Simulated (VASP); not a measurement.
# TiC (Fm-3m) in VASP: further runs, part 2 of 2

VASP 6.6.1.

## (3) Relaxation of cell and atoms, PBE+D3(BJ)

This run uses another cell than the first one, of 9.88 Å³/atom, 0.981 times its volume.

INCAR

```
SYSTEM = TiC
PREC = Accurate
ENCUT = 600
EDIFF = 1E-7
ISMEAR = 1
SIGMA = 0.1
LREAL = .False.
LASPH = .True.
NELM = 80
ALGO = Normal
ISIF = 3
LWAVE = .False.
LCHARG = .False.
GGA = PE
IVDW = 12
IBRION = 2
NSW = 90
EDIFFG = -0.005
```

KPOINTS

```
regular mesh
0
Gamma
  14 14 14
  0 0 0
```

POSCAR

```
TiC                                     
1.0
   -0.0000000000      2.1458391630      2.1458391630
    2.1458391630     -0.0000000000      2.1458391630
    2.1458391630      2.1458391630      0.0000000000
  Ti              C             
     1     1
Direct
     0.0000000000000000    0.0000000000000000    0.0000000000000000
     0.5000000000000000    0.5000000000000000    0.5000000000000000
```

Potentials or basis: VASP PAW PBE potentials, release 64 (Ti_sv, C).

Launch:

```sh
cat potpaw_PBE.64/Ti_sv/POTCAR potpaw_PBE.64/C/POTCAR > POTCAR
mpirun -np 1 vasp_std > vasp.out
```

OUTCAR:

```text
SYSTEM = TiC
   PREC = Accurate
   ENCUT = 600
   EDIFF = 1E-7
   ISMEAR = 1
   LREAL = .False.
   LASPH = .True.
   NELM = 80
   ISIF = 3
   GGA = PE
   IVDW = 12
   IBRION = 2
   NSW = 90
   EDIFFG = -0.005
 IVDW          = 12

 ion  position               nearest neighbor table
   1  0.000  0.000  0.000-   2 2.15   2 2.15   2 2.15   2 2.15   2 2.15   2 2.15
   2  0.500  0.500  0.500-   1 2.15   1 2.15   1 2.15   1 2.15   1 2.15   1 2.15

  LATTYP: Found a face centered cubic cell.
 ALAT       =     4.2916783260

  Lattice vectors:

 A1 = (   0.0000000000,   2.1458391630,   2.1458391630)
 A2 = (   2.1458391630,   0.0000000000,   2.1458391630)
 A3 = (   2.1458391630,   2.1458391630,   0.0000000000)

Analysis of symmetry for initial positions (statically):
=====================================================================
 Subroutine PRICEL returns:
 Original cell was already a primitive cell.

 Routine SETGRP: Setting up the symmetry group for a
 face centered cubic supercell.

 Subroutine GETGRP returns: Found 48 space group operations
 (whereof 48 operations were pure point group operations)
[... 180 lines left out ...]
      6      10.4441     -0.00000
      7      10.4441     -0.00000
      8      10.4441     -0.00000
      9      11.4546     -0.00000
     10      11.4546     -0.00000
     11      11.4546     -0.00000
     12      11.5131     -0.00000
[... 331 lines left out ...]
 k-point    24 :       0.2857    0.1429    0.0000
  band No.  band energies     occupation
      1     -46.7190      2.00000
      2     -23.0479      2.00000
      3     -22.8438      2.00000
      4     -22.8345      2.00000
      5      -1.2894      2.00000
      6       6.5031      2.00000
      7       8.0508      2.00000
      8       8.6018      2.00000
      9      10.5790     -0.00000
     10      12.1152      0.00000
     11      13.2625      0.00000
     12      14.4032      0.00000

 [... further k-points ...]

------------------------ aborting loop because EDIFF is reached ----------------------------------------

 Edisp (eV)   -0.91681

 E8    (eV) :    -0.3939

  FORCE on cell =-STRESS in cart. coord.  units (eV):
  Direction    XX          YY          ZZ          XY          YZ          ZX
  --------------------------------------------------------------------------------------
  -------------------------------------------------------------------------------------
  Total      -0.00350    -0.00350    -0.00350     0.00000    -0.00000    -0.00000
  in kB      -0.28338    -0.28338    -0.28338     0.00000    -0.00000    -0.00000
  external pressure =       -0.28 kB  Pullay stress =        0.00 kB

 VOLUME and BASIS-vectors are now :
 -----------------------------------------------------------------------------
  energy-cutoff  :      600.00
  volume of cell :       19.76
      direct lattice vectors                 reciprocal lattice vectors
     0.000000000  2.145839163  2.145839163    -0.233009076  0.233009076  0.233009076
     2.145839163  0.000000000  2.145839163     0.233009076 -0.233009076  0.233009076
     2.145839163  2.145839163  0.000000000     0.233009076  0.233009076 -0.233009076

 POSITION                                       TOTAL-FORCE (eV/Angst)
 -----------------------------------------------------------------------------------
      0.00000      0.00000      0.00000        -0.000000      0.000000     -0.000000
      2.14584      2.14584      2.14584         0.000000      0.000000      0.000000
 -----------------------------------------------------------------------------------
    total drift:                                0.000000     -0.000000     -0.000000

  FREE ENERGIE OF THE ION-ELECTRON SYSTEM (eV)
  ---------------------------------------------------
  free  energy   TOTEN  =       -19.6120708481 eV

  energy  without entropy=      -19.6121739356  energy(sigma->0) =      -19.61210521

 reached required accuracy - stopping structural energy minimisation
```

OSZICAR:

```text
N       E                     dE             d eps       ncg     rms          rms(c)
DAV:   1     0.128904651379E+03    0.12890E+03   -0.91182E+03  2496   0.177E+03
DAV:   2    -0.133103352830E+02   -0.14221E+03   -0.13519E+03  2564   0.409E+02
DAV:   3    -0.236622479087E+02   -0.10352E+02   -0.98232E+01  3196   0.103E+02
DAV:   4    -0.242131931752E+02   -0.55095E+00   -0.54965E+00  3296   0.222E+01
DAV:   5    -0.242322519984E+02   -0.19059E-01   -0.19056E-01  3296   0.380E+00    0.188E+01
DAV:   6    -0.192817981574E+02    0.49505E+01   -0.30885E+01  2972   0.708E+01    0.697E+00
DAV:   7    -0.187225201763E+02    0.55928E+00   -0.43351E+00  2968   0.274E+01    0.506E+00
DAV:   8    -0.186935252052E+02    0.28995E-01   -0.14943E-01  2664   0.528E+00    0.288E+00
DAV:   9    -0.187001231498E+02   -0.65979E-02   -0.12752E-01  2828   0.445E+00    0.866E-01
DAV:  10    -0.186964885422E+02    0.36346E-02   -0.17323E-02  3568   0.194E+00    0.561E-01
DAV:  11    -0.186952928834E+02    0.11957E-02   -0.59499E-03  2720   0.120E+00    0.117E-01
DAV:  12    -0.186952799635E+02    0.12920E-04   -0.42368E-04  2756   0.314E-01    0.331E-02
DAV:  13    -0.186952614467E+02    0.18517E-04   -0.37830E-05  3636   0.959E-02    0.978E-03
DAV:  14    -0.186952595174E+02    0.19293E-05   -0.21804E-06  2908   0.147E-02    0.222E-03
DAV:  15    -0.186952595091E+02    0.82691E-08   -0.25549E-07  2852   0.511E-03
   1 F= -.19612071E+02 E0= -.19612105E+02  d E =-.196121E+02
```

Wall time 13 s (1 thread of Intel Xeon 6975P-C (Granite Rapids), shared host); peak memory 0.17 GiB.

Results:

```yaml
Free_energy: -19.6121 eV
Pressure_after_relaxing: 0.0 GPa
Band_gap_on_the_k_mesh: none (metal or under the smearing width)
Dispersion_energy_per_atom: -0.458 eV
```

Final structure:
```yaml
crystal:
  lattice:
    - [0.00000, 2.14584, 2.14584]
    - [2.14584, 0.00000, 2.14584]
    - [2.14584, 2.14584, 0.00000]
  atoms:
    - { symbol: Ti, position: [0.00000, 0.00000, 0.00000] }
    - { symbol: C, position: [0.50000, 0.50000, 0.50000] }
```

Levels at points of the mesh, in eV from the Fermi level:
```tsv
k point	band 4	band 5	band 6	band 7	band 8	band 9	band 10	band 11	band 12
(0.00, 0.00, 0.00)	-32.52	-12.53	0.70	0.70	0.70	1.71	1.71	1.71	1.77
(0.50, 0.00, 0.00)	-32.57	-8.92	-5.97	-2.99	-2.99	3.02	3.02	4.25	8.37
(0.50, 0.50, 0.00)	-32.71	-10.23	-3.45	-1.70	-0.02	-0.02	2.81	3.65	3.65
```

Caveat: the relaxation stopped at its first step, so nothing moved; pairwise dispersion overbinds metals, which lowers pressure and volume.

## (4) Relaxation of cell and atoms, LDA

INCAR

```
SYSTEM = TiC
ALGO = Normal ; EDIFF = 1E-6
EDIFFG = -0.01 ; ENCUT = 600
IBRION = 2 ; ISIF = 3
ISMEAR = 1 ; LASPH = .TRUE.
LCHARG = .FALSE. ; LREAL = .FALSE.
LWAVE = .FALSE. ; NELM = 80
NSW = 90 ; PREC = Accurate
SIGMA = 0.1
```

KPOINTS

```
k-points
0
G
  14 14 14
  0 0 0
```

POSCAR

```
TiC
1.0
    0.0000000000      2.1593000000      2.1593000000
    2.1593000000      0.0000000000      2.1593000000
    2.1593000000      2.1593000000      0.0000000000
Ti C
1 1
Direct
    0.0000000000      0.0000000000      0.0000000000
    0.5000000000      0.5000000000      0.5000000000
```

Potentials or basis: VASP PAW LDA potentials, release 64 (Ti_sv, C).

Launch:

```sh
cat potpaw_LDA.64/Ti_sv/POTCAR potpaw_LDA.64/C/POTCAR > POTCAR
mpirun -np 1 vasp_std > vasp.out
```

Wall time 55 s (1 thread of AMD EPYC 7R13 (Zen 3), shared host); peak memory 0.13 GiB.

The run converged. Its results:

| Quantity | Value |
| --- | --- |
| Free energy | -20.5405 eV |
| Relaxed volume | 9.69 Å³/atom |
| Relaxed cell | a = 3.015 Å, b = 3.015 Å, c = 3.015 Å, α = 60.00°, β = 60.00°, γ = 60.00° |
| Space group after relaxing (to 0.05 Å) | Fm-3m (No. 225) |
| Energy gained by relaxing | 12.2 meV/atom |
| Ionic steps | 3 |
| Pressure after relaxing | -0.1 GPa |
| Band gap on the k mesh | none (metal or under the smearing width) |

The path:
```
step  energy change (eV)  largest force (eV/Å)  pressure (GPa)  volume (Å³)
   1              0.0000                0.0000           -9.95        20.14
   2              0.0258                0.0000           16.62        18.37
   3             -0.0243                0.0000           -0.14        19.39
```

Final structure:
```
CELL_PARAMETERS angstrom
0.00000 2.13221 2.13221
2.13221 0.00000 2.13221
2.13221 2.13221 0.00000
ATOMIC_POSITIONS crystal
Ti 0.00000 0.00000 0.00000
C 0.50000 0.50000 0.50000
```

Levels at points of the mesh, in eV from the Fermi level:
```
           k point  band 5  band 6  band 7  band 8  band 9  band 10  band 11  band 12
(0.00, 0.00, 0.00)  -12.42    0.64    0.64    0.64    1.75     1.75     1.75     1.81
(0.50, 0.00, 0.00)   -8.66   -6.04   -3.05   -3.05    3.06     3.06     4.33     8.54
(0.50, 0.50, 0.00)  -10.11   -3.40   -1.82    0.03    0.03     2.89     3.70     3.70
```

LDA usually gives volumes a few per cent too small. Zero-point motion and thermal expansion aren't in these numbers.

## (5) Relaxation of cell and atoms, LDA

This run uses another cell than the first one, of 9.69 Å³/atom, 0.963 times its volume.

INCAR: that of step 4 with these lines changed.

```diff
@@ -1,4 +1,4 @@
 SYSTEM = TiC
-ALGO = Normal ; EDIFF = 1E-6
-EDIFFG = -0.01 ; ENCUT = 600
+ALGO = Normal ; EDIFF = 1E-7
+EDIFFG = -0.005 ; ENCUT = 600
 IBRION = 2 ; ISIF = 3
```

KPOINTS is that of step 4.

POSCAR

```
TiC                                     
1.0
    0.0000000000      2.1322136931      2.1322136931
    2.1322136931      0.0000000000      2.1322136931
    2.1322136931      2.1322136931     -0.0000000000
  Ti              C             
     1     1
Direct
     0.0000000000000000    0.0000000000000000    0.0000000000000000
     0.5000000000000000    0.5000000000000000    0.5000000000000000
```

Potentials or basis: VASP PAW LDA potentials, release 64 (Ti_sv, C).

Launch:

```sh
cat potpaw_LDA.64/Ti_sv/POTCAR potpaw_LDA.64/C/POTCAR > POTCAR
mpirun -np 1 vasp_std > vasp.out
```

OUTCAR:

```text
SYSTEM = TiC
   EDIFF = 1E-7
   EDIFFG = -0.005
   ENCUT = 600
   IBRION = 2
   ISIF = 3
   ISMEAR = 1
   LASPH = .TRUE.
   LREAL = .FALSE.
   NELM = 80
   NSW = 90
   PREC = Accurate

 ion  position               nearest neighbor table
   1  0.000  0.000  0.000-   2 2.13   2 2.13   2 2.13   2 2.13   2 2.13   2 2.13
   2  0.500  0.500  0.500-   1 2.13   1 2.13   1 2.13   1 2.13   1 2.13   1 2.13

  LATTYP: Found a face centered cubic cell.
 ALAT       =     4.2644273862

  Lattice vectors:

 A1 = (   0.0000000000,   2.1322136931,   2.1322136931)
 A2 = (   2.1322136931,   0.0000000000,   2.1322136931)
 A3 = (   2.1322136931,   2.1322136931,   0.0000000000)

Analysis of symmetry for initial positions (statically):
=====================================================================
 Subroutine PRICEL returns:
[... 270 lines left out ...]
      6      10.4467     -0.00000
      7      10.4467     -0.00000
      8      10.4467     -0.00000
      9      11.5517     -0.00000
     10      11.5517     -0.00000
     11      11.5517     -0.00000
     12      11.6144     -0.00000
[... 331 lines left out ...]
 k-point    24 :       0.2857    0.1429    0.0000
  band No.  band energies     occupation
      1     -45.8877      2.00000
      2     -22.6247      2.00000
      3     -22.3966      2.00000
      4     -22.3862      2.00000
      5      -1.0799      2.00000
      6       6.5295      2.00000
      7       8.0632      2.00000
      8       8.6340      2.00000
      9      10.6046     -0.00000
     10      12.2058      0.00000
     11      13.3850      0.00000
     12      14.5641      0.00000

 [... further k-points ...]

------------------------ aborting loop because EDIFF is reached ----------------------------------------

  FORCE on cell =-STRESS in cart. coord.  units (eV):
  Direction    XX          YY          ZZ          XY          YZ          ZX
  --------------------------------------------------------------------------------------
  -------------------------------------------------------------------------------------
  Total        0.0000436      0.0000436      0.0000436     -0.0000000     -0.0000000     -0.0000000
  in kB        0.0036087      0.0036087      0.0036087     -0.0000000     -0.0000000     -0.0000000
  external PRESSURE =       0.0036087 kB  Pullay stress =       0.0000000 kB
[... 17 lines left out ...]
  FREE ENERGIE OF THE ION-ELECTRON SYSTEM (eV)
  ---------------------------------------------------
  free  energy   TOTEN  =       -20.5394378662 eV

  energy  without entropy=      -20.5393508617  energy(sigma->0) =      -20.53940886

 reached required accuracy - stopping structural energy minimisation
```

Run time: 46 s. Hardware: 1 thread of AMD EPYC 7R13 (Zen 3), shared host; peak memory 0.12 GiB.

Results:

| Item | Value |
| --- | --- |
| Free energy | -20.5394 eV |
| Relaxed volume | 9.69 Å³/atom |
| Relaxed cell | a = 3.015 Å, b = 3.015 Å, c = 3.015 Å, α = 60.00°, β = 60.00°, γ = 60.00° |
| Space group after relaxing (to 0.05 Å) | Fm-3m (No. 225) |
| Energy gained by relaxing | 0.0 meV/atom |
| Ionic steps | 3 |
| Pressure after relaxing | 0.0 GPa |
| Band gap on the k mesh | none (metal or under the smearing width) |

Final structure:
```
CELL_PARAMETERS angstrom
0.00000 2.13191 2.13191
2.13191 0.00000 2.13191
2.13191 2.13191 0.00000
ATOMIC_POSITIONS crystal
Ti 0.00000 0.00000 0.00000
C 0.50000 0.50000 0.50000
```
